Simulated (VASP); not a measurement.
# Li (Im-3m) in VASP: further runs

One crystal, Li, is run at these levels: LDA; tasks: single point, relaxation of cell and atoms.

Program: VASP 6.6.1. These are calculated values, not measurements. Logs are shortened: lines on timing, memory, paths and dates and some standing lists are left out, and cuts for length are marked.

### Step 1. Starting point

The structure is cubic, space group Im-3m (No. 229). Conventional cell: a = 3.362 Å, b = 3.362 Å, c = 3.362 Å, α = 90.00°, β = 90.00°, γ = 90.00°. Li (site symmetry m-3m) is surrounded by 8 Li at 2.91 Å.

The cell was built by a generator and needn't be a form met in nature.

### Step 2. Single point, LDA

The input, INCAR:

```
SYSTEM = Li
ALGO = Normal ; EDIFF = 1E-6
ENCUT = 520 ; ISIF = 2
ISMEAR = 1 ; LASPH = .TRUE.
LCHARG = .FALSE. ; LREAL = .FALSE.
LWAVE = .FALSE. ; NBANDS = 10
NELM = 100 ; PREC = Accurate
SIGMA = 0.1
```

The input, KPOINTS:

```
k-points
0
G
  20 20 20
  0 0 0
```

The input, POSCAR:

```
Li
1.0
    3.3623964873      0.0000000000      0.0000000000
    0.0000000000      3.3623964873      0.0000000000
    0.0000000000      0.0000000000      3.3623964873
Li
2
Direct
    0.0000000000      0.0000000000      0.0000000000
    0.5000000000      0.5000000000      0.5000000000
```

Potentials or basis: VASP PAW LDA potentials, release 64 (Li_sv).

Launch:

```bash
cat potpaw_LDA.64/Li_sv/POTCAR > POTCAR
mpirun -np 1 vasp_std > vasp.out
```

OUTCAR:

```text
SYSTEM = Li
   EDIFF = 1E-6
   ENCUT = 520
   ISIF = 2
   ISMEAR = 1
   LASPH = .TRUE.
   LREAL = .FALSE.
   NELM = 100
   PREC = Accurate

 ion  position               nearest neighbor table
   1  0.000  0.000  0.000-
   2  0.500  0.500  0.500-

  LATTYP: Found a simple cubic cell.
 ALAT       =     3.3623964873

  Lattice vectors:

 A1 = (   3.3623964873,   0.0000000000,   0.0000000000)
 A2 = (   0.0000000000,   3.3623964873,   0.0000000000)
 A3 = (   0.0000000000,   0.0000000000,   3.3623964873)

Analysis of symmetry for initial positions (statically):
=====================================================================
 Subroutine PRICEL returns following result:

  LATTYP: Found a body centered cubic cell.
 ALAT       =     3.3623964873

  Lattice vectors:

 A1 = (   1.6811982436,   1.6811982437,  -1.6811982436)
 A2 = (  -1.6811982436,   1.6811982436,   1.6811982436)
 A3 = (   1.6811982436,  -1.6811982436,   1.6811982437)

   2 primitive cells build up your supercell.

 Routine SETGRP: Setting up the symmetry group for a
 simple cubic supercell.

 Subroutine GETGRP returns: Found 48 space group operations
 (whereof 48 operations were pure point group operations)
 out of a pool of 48 trial point group operations.

The static configuration has the point symmetry O_h .

Analysis of symmetry for dynamics (positions and initial velocities):
=====================================================================
 Subroutine PRICEL returns following result:

  LATTYP: Found a body centered cubic cell.
 ALAT       =     3.3623964873

  Lattice vectors:

 A1 = (   1.6811982436,   1.6811982437,  -1.6811982436)
 A2 = (  -1.6811982436,   1.6811982436,   1.6811982436)
 A3 = (   1.6811982436,  -1.6811982436,   1.6811982437)

   2 primitive cells build up your supercell.

 Routine SETGRP: Setting up the symmetry group for a
 simple cubic supercell.

 Subroutine GETGRP returns: Found 48 space group operations
 (whereof 48 operations were pure point group operations)
 out of a pool of 48 trial point group operations.

The dynamic configuration has the point symmetry O_h .

 Subroutine INISYM returns: Found 48 space group operations
 (whereof 48 operations are pure point group operations),
 and found     2 'primitive' translations

----------------------------------------------------------------------------------------

                                     Primitive cell

[... 94 lines left out ...]
   ISIF   =      2    stress and relaxation
   ISYM   =      2    0-nonsym 1-usesym 2-fastsym
   POTIM  = 0.5000    time-step for ionic-motion
   TEBEG  =    0.0;   TEEND  =   0.0 temperature during run
   PSTRESS=    0.0 pullay stress
   NELECT =       6.0000    total number of electrons
   NUPDOWN=      -1.0000    fix difference up-down
   EMIN   =  10.00;   EMAX   =-10.00  energy-range for DOS
   EFERMI =   0.00;   METHOD = LEGACY
   ISMEAR =     1;   SIGMA  =   0.10  broadening in eV -4-tet -1-fermi 0-gaus
   EFERMI_NEDOS =   21; number of points for ismear=-14 and -15
   IALGO  =     38    algorithm
   IMIX   =      4    mixing-type and parameters
     AMIX     =   0.40;   BMIX     =  1.00
     AMIX_MAG =   1.60;   BMIX_MAG =  1.00
  volume/ion in A,a.u.               =      19.01       128.27
  Fermi-wavevector in a.u.,A,eV,Ry     =   0.884728  1.671893 10.649868  0.782743
  Thomas-Fermi vector in A             =   2.005667
   LORBIT       =      0    0 simple, 1 ext, 2 COOP (PROOUT), +10 PAW based schemes
   GGA     = CA    functional components
   LHFCALC =     F    Hartree Fock is set to
   AEXX    =    0.0000 exact exchange contribution
   IVDW    =     0    specifies the selected vdW correction
   LEPSILON=     F    determine dielectric tensor
   LRPA    =     F    only Hartree local field effects (RPA)
 non-spin polarized calculation
 Methfessel and Paxton  Order N= 1 SIGMA  =   0.10
  energy-cutoff  :      520.00
  volume of cell :       38.01
 maximum number of plane-waves:      1064
 NGX is ok and might be reduce to    28
   NGX = 13   NGY = 13   NGZ = 13

 number of electron       5.9999978 magnetization

 Free energy of the ion-electron system (eV)
  ---------------------------------------------------
  ext. energy  EPLUGINS =         0.00000000
  ---------------------------------------------------
  free energy    TOTEN  =        -4.08819583 eV

  energy without entropy =       -4.08773915  energy(sigma->0) =       -4.08804360

 E-fermi :   0.8168     XC(G=0):  -7.3083

 val. band max:        0.7965917173   @ k =   0.4000   0.0500   0.0500
 cond. band min:       0.8170735662   @ k =   0.4000   0.4000   0.2500
 fundamental gap:      0.0204818489
 Fermi energy:         0.8168076639

 k-point     1 :       0.0000    0.0000    0.0000
  band No.  band energies     occupation
      1     -44.7379      2.00000
      2     -44.6911      2.00000
      3      -2.7864      2.00000
      4       6.4509      0.00000
      5       6.4509      0.00000
      6       6.4509      0.00000
      7       8.9270      0.00000
      8       8.9270      0.00000
      9      15.6947      0.00000
     10      15.8041      0.00000
[... 287 lines left out ...]
 k-point    24 :       0.2000    0.1000    0.0000
  band No.  band energies     occupation
      1     -44.7314      2.00000
      2     -44.6956      2.00000
      3      -2.3105      2.00000
      4       3.6297      0.00000
      5       6.0426      0.00000
      6       7.0856      0.00000
      7      10.4639      0.00000
      8      12.7435      0.00000
      9      13.0618      0.00000
     10      13.9224      0.00000

 [... further k-points ...]

------------------------ aborting loop because EDIFF is reached ----------------------------------------

  FORCE on cell =-STRESS in cart. coord.  units (eV):
  Direction    XX          YY          ZZ          XY          YZ          ZX
  --------------------------------------------------------------------------------------
  -------------------------------------------------------------------------------------
  Total       -0.0274061     -0.0274061     -0.0274061      0.0000000     -0.0000000      0.0000000
  in kB       -1.1550759     -1.1550759     -1.1550759      0.0000000     -0.0000000      0.0000000
  external PRESSURE =      -1.1550759 kB  Pullay stress =       0.0000000 kB

 VOLUME and BASIS-vectors are now :
 -----------------------------------------------------------------------------
  energy-cutoff  :      520.00
  volume of cell :       38.01
      direct lattice vectors                 reciprocal lattice vectors
     3.362396487  0.000000000  0.000000000     0.297406925  0.000000000  0.000000000
     0.000000000  3.362396487  0.000000000     0.000000000  0.297406925  0.000000000
     0.000000000  0.000000000  3.362396487     0.000000000  0.000000000  0.297406925

 POSITION                                       TOTAL-FORCE (eV/Angst)
 -----------------------------------------------------------------------------------
      0.00000      0.00000      0.00000        -0.000000      0.000000     -0.000000
      1.68120      1.68120      1.68120         0.000000     -0.000000      0.000000
 -----------------------------------------------------------------------------------
    total drift:                                0.000000      0.000000      0.000000

  FREE ENERGIE OF THE ION-ELECTRON SYSTEM (eV)
  ---------------------------------------------------
  free  energy   TOTEN  =        -4.0881958290 eV

  energy  without entropy=       -4.0877391545  energy(sigma->0) =       -4.08804360
```

OSZICAR:

```text
N       E                     dE             d eps       ncg     rms          rms(c)
DAV:   1     0.111813643313E+02    0.11181E+02   -0.23749E+03  5728   0.540E+02
DAV:   2    -0.251386244446E+01   -0.13695E+02   -0.13376E+02  7548   0.984E+01
DAV:   3    -0.404762320994E+01   -0.15338E+01   -0.15216E+01  8842   0.236E+01
DAV:   4    -0.409002771068E+01   -0.42405E-01   -0.42359E-01  7640   0.392E+00
DAV:   5    -0.409059613006E+01   -0.56842E-03   -0.56837E-03  7372   0.405E-01    0.275E-01
DAV:   6    -0.408893319462E+01    0.16629E-02   -0.83828E-04 10422   0.140E-01    0.159E-01
DAV:   7    -0.408818978130E+01    0.74341E-03   -0.19314E-03 10856   0.204E-01    0.457E-02
DAV:   8    -0.408819545798E+01   -0.56767E-05   -0.42950E-05  6560   0.644E-02    0.339E-03
DAV:   9    -0.408819582903E+01   -0.37105E-06   -0.34535E-06  6956   0.172E-02
   1 F= -.40881958E+01 E0= -.40880436E+01  d E =-.456675E-03
```

stdout:

```text
POSCAR found type information on POSCAR Li
 POSCAR found :  1 types and       2 ions
 scaLAPACK will be used
 LDA part: xc-table for (Slater(with rela. corr.)+CA(PZ))
 , standard interpolation
 POSCAR, INCAR and KPOINTS ok, starting setup
 FFT: planning ... GRIDC
 FFT: planning ... GRID_SOFT
 FFT: planning ... GRID
 WAVECAR not read
 entering main loop
```

Wall time 24 s (1 thread of Intel Xeon 6975P-C (Granite Rapids), shared host); peak memory 0.19 GiB.

Results:

```yaml
Free_energy: -4.0882 eV
Band_gap_on_the_k_mesh: none (metal or under the smearing width)
```

Caveat: the cutoff is under 1.25 times the usual one of these potentials, so pressure, stress and relaxed cells hold a basis-set (Pulay) error.

[end of part 1 of 2]
